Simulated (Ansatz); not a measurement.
**Si: how the settings move a relaxation**

Question: which choices in the input matter for Si?

Computed with Ansatz 0.2.0 (reference: DFT, PBEsol, PAW with Ansatz's default frozen-core files, scalar-relativistic; relaxation of cell and atoms, unless a step's input says otherwise).

1 further run of the same task is left out (it didn't finish).

## Step 1: The system as given

Symmetry: I4_1/amd, No. 141, tetragonal system. The conventional cell has a = 4.743 Å, b = 4.743 Å, c = 2.659 Å, α = 90.00°, β = 90.00°, γ = 90.00°. Si (site symmetry -4m2) is surrounded by 6 Si at 2.46 to 2.66 Å.

As a file:

```
CELL_PARAMETERS angstrom
-2.37137 2.37137 1.32927
2.37137 -2.37137 1.32927
2.37137 2.37137 -1.32927
ATOMIC_POSITIONS crystal
Si 0.25000 0.75000 0.50000
Si 0.50000 0.50000 0.00000
```

## Step 2: Reference

Input file input.yaml:

```yaml
crystal:
  lattice:
    - [-2.3713723045, 2.3713723045, 1.3292653899]
    - [2.3713723045, -2.3713723045, 1.3292653899]
    - [2.3713723045, 2.3713723045, -1.3292653899]
  atoms:
    - { symbol: Si, position: [0.25, 0.75, 0.5] }
    - { symbol: Si, position: [0.5, 0.5, 0.0] }
kpoints:
  mp_grid: { grid: [18, 18, 18] }
scf:
  occupations: { method: fermi_dirac, width: 0.1 }
hamiltonian:
  xc: pbesol
  pseudopotentials: { kind: paw }
relax:
  f_tol: 0.002
  max_steps: 80
  cell: {}
output:
  forces: true
  stress: true
```

Run with:

```console
$ ansatz run input.yaml --threads 1 --pin off --max-ram 2560MiB --backend cpu --events-out ev --progress --plain --runs-dir out
```

## Step 3: Variant: xc rpbe

input.yaml: that of step 2 with these lines changed.

```diff
@@ -13,3 +13,3 @@
 hamiltonian:
-  xc: pbesol
+  xc: rpbe
   pseudopotentials: { kind: paw }
@@ -22 +22,5 @@
   stress: true
+  write_density: true
+  write_potential: true
+  elf: true
+  volumetric_format: npy
```

What does the calculation give? Wanted: for each run, ending; energy change; pressure; gap; force.

**Answer**, as computed:

```
       run     ending   energy change  pressure (GPa)  gap (eV)  force (eV/Å)  cycles  time
 reference  converged               -             0.0      0.00          0.00      25  29 s
1: xc rpbe  converged  not comparable             0.0      0.00          0.00      23  31 s
```

Times don't compare one to one where runs were asked for different outputs or read a saved state (see the inputs); cycles may leave out searches for a lower state.

What this shows: After a change of functional the difference of the totals has no physical meaning; the final volume goes from 30.03 to 31.12 Å³.
